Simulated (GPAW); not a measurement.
Entries from a set of simulations; values are calculated unless marked as measured.

**A GW chain in GPAW: BN (Qingsongite)**

Symmetry: F-43m, No. 216, cubic system. The conventional cell has a = 3.615 Å, b = 3.615 Å, c = 3.615 Å, α = 90.00°, β = 90.00°, γ = 90.00°. Nearest to B lie 4 N at 1.57 Å. N has 4 B at 1.57 Å nearest. Farther neighbours and most contacts between anions are not listed.

```
method               : DFT, PBE, plane waves, PAW (and 1 further level or step)
program              : GPAW 26.7.0
settings of one run  : cutoff 600 eV, GPAW PAW setups 1.2.1 data release, 8×8×8 k-mesh, nbands 185
cost                 : 4 runs, 70 s in all on 4 MPI ranks of Intel Xeon Platinum 8488C (Sapphire Rapids), shared host (the runs of this entry)
notes                : The cell and positions come from the Crystallography Open Database and are kept as given unless a step says otherwise. Bands and cutoff are finite, so the gap is not at the basis limit. The miss can reach some tenths of an eV and take either sign; the mesh is an error of its own.
PBE gap              : 4.46 eV, indirect
G0W0 gap on the mesh : 6.02 eV
GW settings          : 8×8×8 mesh, 81 bands, screening to 210 eV, Godby-Needs plasmon pole
known limits         : not at the basis limit
```

G0W0 moves the gap on the mesh from 4.46 eV to 6.02 eV (+1.56 eV), with Z of 0.83 and 0.85 at the edges. Only 2 of the mesh's irreducible points were corrected, so a valley elsewhere could overtake.

[Paths, hosts, dates, memory and timing lines, banners, echoed tables and standing remarks are left out of the program output.]

[Logs are printed without paths, hosts, clocks, repeated set-up lines and the standing remarks that a program may print on its own settings, such as how far it seeks lower states.]

[Runs of the session that timed out or met a known fault of the program may be left out.]

[Hosts, paths, dates, database ids (printed as entryN), source tags and the programs' standing remarks are cut or masked in the printed files.]
